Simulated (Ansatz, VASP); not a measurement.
This is a calculation of CaO for Ansatz 0.2.0.

Contents of input.yaml:

```yaml
crystal:
  lattice:
    - [0.0, 2.403555696, 2.403555696]
    - [2.403555696, 0.0, 2.403555696]
    - [2.403555696, 2.403555696, 0.0]
  atoms:
    - { symbol: Ca, position: [0.0, 0.0, 0.0] }
    - { symbol: O, position: [0.5, 0.5, 0.5] }
hamiltonian:
  xc: { exchange: pbe, correlation: pbe, exx: { coeff: 0.5, omega: 0.2 } }
  pseudopotentials: { kind: paw }
kpoints:
  mp_grid: { grid: [5, 5, 5] }
scf:
  occupations: { method: fermi_dirac, width: 0.05 }
output:
  forces: true
  stress: true
  eigenvalues: true
```

Potentials or basis: Ansatz PAW.

Run with:

```bash
$ ansatz run input.yaml --threads 2 --pin off --max-ram 5632MiB --backend cpu --events-out ev --progress --plain --runs-dir out
```

Question: Set up the same calculation for VASP 6.6.1. Potentials there: VASP PAW PBE potentials, release 64 (Ca_sv, O).

Answer: As run (the cutoff follows the program's own potentials):

POSCAR

```
CaO
1.0
    0.0000000000      2.4035556960      2.4035556960
    2.4035556960      0.0000000000      2.4035556960
    2.4035556960      2.4035556960      0.0000000000
Ca O
1 1
Direct
    0.0000000000      0.0000000000      0.0000000000
    0.5000000000      0.5000000000      0.5000000000
```

File INCAR.step1:

```
SYSTEM = CaO
PREC = Accurate
ENCUT = 520
EDIFF = 1E-5
ISMEAR = -1
SIGMA = 0.05
LREAL = .False.
LASPH = .True.
NELM = 80
ALGO = Normal
ISIF = 2
LWAVE = .True.
LCHARG = .False.
GGA = PE
```

Contents of INCAR.step2:

```
SYSTEM = CaO
PREC = Accurate
ENCUT = 520
EDIFF = 1E-7
ISMEAR = -1
SIGMA = 0.05
LREAL = .False.
LASPH = .True.
NELM = 80
ALGO = Normal
ISIF = 2
LWAVE = .False.
LCHARG = .False.
GGA = PE
LHFCALC = .True.
HFSCREEN = 0.2
AEXX = 0.5
PRECFOCK = Fast
ISTART = 1
```

KPOINTS

```
Automatic mesh
0
Gamma
  5 5 5
  0 0 0
```

Potentials or basis: VASP PAW PBE potentials, release 64 (Ca_sv, O).

The run is started by

```bash
$ cat potpaw_PBE.64/Ca_sv/POTCAR potpaw_PBE.64/O/POTCAR > POTCAR
$ cp INCAR.step1 INCAR
$ mpirun -np 1 vasp_std > vasp.out
$ cp INCAR.step2 INCAR
$ mpirun -np 1 vasp_std > vasp.out
```

Both were run:

|  | VASP | Ansatz | Ansatz less VASP |
| --- | --- | --- | --- |
| gap on the k mesh at the Fermi level (eV) | 7.32 | 7.33 | +0.012 |
| least direct gap on the mesh (eV) | 7.77 | 7.78 | +0.012 |
| pressure (GPa) | -2.0 | -2.9 | -0.82 |

Caveats: the k mesh is coarse (spacing up to 0.45 Å⁻¹), so the values aren't converged, least of all with exact exchange; the PAW data sets were made with another functional, which shifts forces and pressure a little (VASP); an odd mesh through Γ misses points on the zone boundary, where band edges often lie (VASP); odd divisions of the mesh miss points on the zone boundary, where band edges often lie, so the gap on the mesh can be too wide (Ansatz); the PAW data sets come from PBE, with cores solved anew for the run's functional, which leaves a small shift of forces and pressure (Ansatz); the thresholds are loose for stress (Ansatz).
